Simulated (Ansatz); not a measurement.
# Relaxation of TaN

Level of theory: DFT PBEsol, scalar-relativistic, plane waves, PAW in Ansatz. (420 eV cutoff, 18×18×14 k-mesh, Gaussian smearing of 0.10 eV, no spin polarisation)

What was changed: relaxed at 20 GPa.

Spin–orbit coupling is left out, which can shift energies with elements as heavy as these.

Other phases may be more stable at this pressure.

Command:

```bash
ansatz run input.yaml --threads 1 --pin off --max-ram 2560MiB --backend cpu --events-out ev --progress --plain --runs-dir out
```

Input:

```yaml
crystal:
  lattice:
    - [2.8737913808, 0.0, 0.0]
    - [-1.4368956904, 2.4887763409, 0.0]
    - [0.0, 0.0, 2.8261993453]
  atoms:
    - { symbol: Ta, position: [0.3333333333, 0.6666666667, 0.5] }
    - { symbol: "N", position: [0.0, 0.0, 0.0] }
basis:
  ecutwfc: 420
kpoints:
  mp_grid: { grid: [18, 18, 14] }
hamiltonian:
  xc: pbesol
scf:
  occupations: { method: gaussian, width: 0.1 }
output:
  forces: true
  stress: true
  eigenvalues: true
relax:
  adjacent_minimum: "off"
  f_tol: 0.008
  max_steps: 50
  cell: { stress_tol: 0.08, p_target: 20.0 }
```

F is the free energy. Steps run on the plane waves of an earlier cell, but the last one, and at times one on the way, on a freshly chosen basis, so a repeated geometry can differ a little in energy. The relaxation lowers the enthalpy F + PV at the target pressure, so F itself can rise.

Steps:

```tsv
step	F − F(1) (eV)	largest force component (eV/Å)	V (Å³/atom)	P (GPa)
1	0.0000	0.000	10.107	20.33
2	-0.0004	0.000	10.109	20.09
3	-0.0018	0.000	10.114	19.97
4	-0.0018	0.000	10.114	19.97
```

Relaxed structure:

```cif
data_structure
_symmetry_space_group_name_H-M 'P 1'
_symmetry_Int_Tables_number 1
_cell_length_a 2.8730
_cell_length_b 2.8730
_cell_length_c 2.8297
_cell_angle_alpha 90.000
_cell_angle_beta 90.000
_cell_angle_gamma 120.000
_cell_volume 20.23
loop_
_atom_site_label
_atom_site_type_symbol
_atom_site_fract_x
_atom_site_fract_y
_atom_site_fract_z
_atom_site_occupancy
Ta1 Ta 0.33333 0.66667 0.50000 1
N1 N 0.00000 0.00000 0.00000 1
```

It takes space group P-6m2 (No. 187, hexagonal). The conventional cell has a = 2.873 Å, b = 2.873 Å, c = 2.830 Å, α = 90.00°, β = 90.00°, γ = 120.00°. Ta (site symmetry -6m2) is surrounded by 6 N at 2.18 Å. Around N (site symmetry -6m2) lie 6 Ta at 2.18 Å.

The run converged. Time: 30 s on 1 thread of Arm Neoverse V2 (shared host), peak memory 0.39 GiB.